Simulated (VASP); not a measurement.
# Si2W (I4/mmm) in VASP: reference runs, part 2 of 2

VASP 6.6.1. Earlier steps stand in the parts before.

## (3) Single point, PBEsol (atoms moved at random, drawn with an rms of 0.05 Å)

INCAR

```
SYSTEM = Si2W
PREC = Accurate ; ENCUT = 520
EDIFF = 1E-7 ; ISMEAR = -1
SIGMA = 0.05 ; LREAL = .False.
LASPH = .True. ; NELM = 80
ALGO = Normal ; ISIF = 2
LWAVE = .False. ; LCHARG = .False.
GGA = PS ; NBANDS = 18
```

KPOINTS

```
Automatic mesh
0
Gamma
  12 12 12
  0 0 0
```

POSCAR

```
Si2W
1.0
   -1.6069000000      1.6069000000      3.9149500000
    1.6069000000     -1.6069000000      3.9149500000
    1.6069000000      1.6069000000     -3.9149500000
W Si
1 2
Direct
    0.0121670000     -0.0019450000      0.0117850000
    0.6816470000      0.6532560000      0.0082920000
    0.3346560000      0.3145310000     -0.0264480000
```

Potentials or basis: VASP PAW PBE potentials, release 64 (W_sv, Si).

Run with:

```
$ cat potpaw_PBE.64/W_sv/POTCAR potpaw_PBE.64/Si/POTCAR > POTCAR
$ mpirun -np 1 vasp_std > vasp.out
```

OUTCAR:

```text
SYSTEM = Si2W
   PREC = Accurate
   ENCUT = 520
   EDIFF = 1E-7
   ISMEAR = -1
   LREAL = .False.
   LASPH = .True.
   NELM = 80
   ISIF = 2
   GGA = PS

 ion  position               nearest neighbor table
   1  0.012  0.998  0.012-   3 2.52   2 2.58   3 2.59   2 2.60   3 2.61   2 2.62   2 2.63   2 2.64
                             3 2.65   3 2.68
   2  0.682  0.653  0.008-   3 2.55   1 2.58   3 2.58   1 2.60   1 2.62   1 2.63   3 2.64   1 2.64
                             3 2.67   3 2.72
   3  0.335  0.315  0.974-   1 2.52   2 2.55   2 2.58   1 2.59   1 2.61   2 2.64   1 2.65   2 2.67
                             1 2.68   2 2.72

  LATTYP: Found a body centered tetragonal cell.
[... 703 lines left out ...]
  --------------------------------------------------------------------------------------
  -------------------------------------------------------------------------------------
  Total       -0.2271502     -0.2154176     -0.0601601      0.1243818     -0.1495252     -0.1048955
  in kB       -9.0003568     -8.5354799     -2.3837191      4.9283708     -5.9246288     -4.1562660
  external PRESSURE =      -6.6398519 kB  Pullay stress =       0.0000000 kB

 VOLUME and BASIS-vectors are now :
 -----------------------------------------------------------------------------
  energy-cutoff  :      520.00
  volume of cell :       40.44
      direct lattice vectors                 reciprocal lattice vectors
    -1.606900000  1.606900000  3.914950000     0.000000000  0.311158131  0.127715552
     1.606900000 -1.606900000  3.914950000     0.311158131  0.000000000  0.127715552
     1.606900000  1.606900000 -3.914950000     0.311158131  0.311158131  0.000000000

 POSITION                                       TOTAL-FORCE (eV/Angst)
 -----------------------------------------------------------------------------------
      1.60316     -1.56529      3.90883        -0.566174     -0.210507      0.206350
     -0.03230      0.05895      5.19362         0.028312     -0.294812      0.346527
      1.53206      1.59674     -1.26987         0.537862      0.505319     -0.552878
 -----------------------------------------------------------------------------------
    total drift:                                0.000031      0.000010     -0.000043

  FREE ENERGIE OF THE ION-ELECTRON SYSTEM (eV)
  ---------------------------------------------------
  free  energy   TOTEN  =       -26.5941450745 eV

  energy  without entropy=      -26.5918111401  energy(sigma->0) =      -26.59297811
```

stdout:

```text
POSCAR found type information on POSCAR W Si
 POSCAR found :  2 types and       3 ions
 scaLAPACK will be used
 -----------------------------------------------------------------------------
|                                                                             |
|                                                                             |
|     You enforced a specific xc type in the INCAR file but a different       |
|     I HOPE YOU KNOW WHAT YOU ARE DOING!                                     |
|                                                                             |
 -----------------------------------------------------------------------------

 LDA part: xc-table for (Slater+PW92), standard interpolation
 POSCAR, INCAR and KPOINTS ok, starting setup
 FFT: planning ... GRIDC
 FFT: planning ... GRID_SOFT
 FFT: planning ... GRID
 WAVECAR not read
 entering main loop
```

Run time: 5.3 min. Hardware: 1 thread of Intel Xeon 6975P-C (Granite Rapids), shared host; peak memory 0.69 GiB.

What came out:

```
Free energy            : -26.5941 eV
Pressure               : -0.7 GPa
Largest force          : 0.922 eV/Å
Band gap on the k mesh : none (metal or under the smearing width)
```

Forces in eV/Å, atoms in the order of the input:
```
W   -0.566 -0.211  0.206
Si   0.028 -0.295  0.347
Si   0.538  0.505 -0.553
```

Levels at points of the mesh, in eV from the Fermi level:
| k point | band 7 | band 8 | band 9 | band 10 | band 11 | band 12 | band 13 | band 14 | band 15 | band 16 |
| --- | --- | --- | --- | --- | --- | --- | --- | --- | --- | --- |
| (0.00, 0.00, 0.00) | -3.71 | -3.42 | -2.77 | -2.76 | 0.55 | 2.73 | 2.87 | 3.06 | 3.15 | 4.63 |
| (0.50, 0.00, 0.00) | -5.74 | -4.82 | -2.92 | -2.70 | -0.41 | 2.66 | 3.17 | 3.91 | 4.37 | 4.96 |
| (0.00, 0.50, 0.00) | -5.78 | -4.83 | -2.92 | -2.70 | -0.42 | 2.67 | 3.08 | 3.88 | 4.40 | 5.05 |
| (0.00, 0.50, 0.50) | -5.90 | -4.91 | -2.83 | -2.73 | -0.43 | 2.64 | 2.71 | 3.80 | 4.50 | 5.21 |
| (0.50, 0.00, 0.50) | -5.87 | -4.89 | -2.87 | -2.71 | -0.43 | 2.66 | 2.79 | 3.81 | 4.48 | 5.21 |
| (0.50, 0.50, 0.00) | -5.93 | -5.36 | -4.91 | -3.26 | -1.85 | 2.94 | 2.94 | 3.10 | 3.98 | 4.26 |
| (0.00, 0.00, 0.50) | -6.03 | -5.27 | -4.94 | -3.26 | -1.85 | 2.92 | 2.94 | 3.09 | 3.98 | 4.28 |
| (0.50, 0.50, 0.50) | -3.93 | -2.48 | -0.76 | -0.73 | -0.52 | -0.49 | 0.75 | 4.60 | 4.82 | 6.24 |

Caveat: the PAW data sets were made with another functional, which shifts forces and pressure a little. The run has no spin-orbit coupling, so splittings on W are missing.
